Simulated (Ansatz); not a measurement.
Take a crystal in which Ir has been replaced by Co on all its sites, with the cell rescaled by a rough guess (in some cases also distorted within its space group) and nothing relaxed:

```
Al Co
1.0
     2.87150    0.00000    0.00000
     0.00000    2.87150    0.00000
     0.00000    0.00000    2.87150
Al Co
1 1
Direct
  0.00000 0.00000 0.00000
  0.50000 0.50000 0.50000
```

Theory: DFT PBE, scalar-relativistic, plane waves, PAW (Ansatz).

Plane waves to 420 eV, a k mesh through Γ of 14×14×14 on the computed 2-atom cell and Gaussian smearing (0.10 eV); collinear spin from starting moments 0 0.33 μB.

Problem. What pressure does the cell carry?

Solution. The pressure is -3.5 GPa (positive in compression), so the cell would contract.

Problem. Is it a metal on this mesh?

Solution. Yes, a band crosses the Fermi level.

Problem. What is its energy against the elements in their standard states?

Solution. -0.589 eV/atom at this unrelaxed geometry, with the elements in the same functional.

Problem. What moments result?

Solution. Al1 0.00, Co2 0.00 μB.